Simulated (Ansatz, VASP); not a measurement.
## One calculation of Pb, two programs

File INCAR:

```
ALGO     = Normal         # electronic algorithm
EDIFF    = 1E-6           # SCF threshold, eV
ENCUT    = 520            # plane-wave cutoff, eV
GGA      = RE             # functional
ISIF     = 2              # what is computed and relaxed
ISMEAR   = -1             # smearing method
LASPH    = True           # aspherical terms in the spheres
LCHARG   = False          # write CHGCAR
LREAL    = False          # projectors in reciprocal space
LWAVE    = False          # write WAVECAR
NBANDS   = 13             # bands
NELM     = 60             # most SCF steps
PREC     = Accurate       # precision mode
SIGMA    = 0.1            # smearing width, eV
```

File KPOINTS:

```
k-points
0
Gamma
  11 11 11
```

File POSCAR:

```
Pb
1.0
    3.1947456598      0.0000000000      0.0000000000
    0.0000000000      3.1947456598      0.0000000000
    0.0000000000      0.0000000000      3.1947456598
Pb
1
Direct
    0.0000000000      0.0000000000      0.0000000000
```

Input for Ansatz:

```yaml
crystal:
  lattice:
    - [3.1947456598, 0.0, 0.0]
    - [0.0, 3.1947456598, 0.0]
    - [0.0, 0.0, 3.1947456598]
  atoms:
    - { symbol: Pb, position: [0.0, 0.0, 0.0] }
hamiltonian:
  xc: revpbe
  pseudopotentials:
    kind: paw
    azcp:
      Pb: "pseudopotentials/Pb.paw.azcp"
basis:
  ecutwfc: 420
  fft_grid_basis: typed
kpoints:
  mp_grid: { grid: [11, 11, 11], shift: [0, 0, 0] }
magnetization:
  spin_polarized: false
scf:
  occupations: { method: fermi_dirac, width: 0.1 }
  lower_state_search: "off"
output:
  stress: true
```

Alike in both runs: task single point; functional revPBE; k mesh 11 × 11 × 11; occupations fermi-dirac, width 0.1 eV; no spin polarisation.

|  | VASP | Ansatz |
| --- | --- | --- |
| version | VASP 6.6.1 | Ansatz 0.2.0 |
| potentials or method | VASP PAW PBE potentials, release 64 (Pb_d) | plane waves (420 eV) with PAW, scalar-relativistic |
| plane-wave cutoff (eV) | 520 | 420 |
| valence electrons in the cell | 14 | 14 |

|  | VASP | Ansatz | Ansatz less VASP |
| --- | --- | --- | --- |
| pressure (GPa) | 3.3 | 3.4 | +0.05 |

Caveats: the PAW data sets were made with another functional, which shifts forces and pressure a little (VASP). The runs have no spin-orbit coupling, so splittings on Pb are missing.
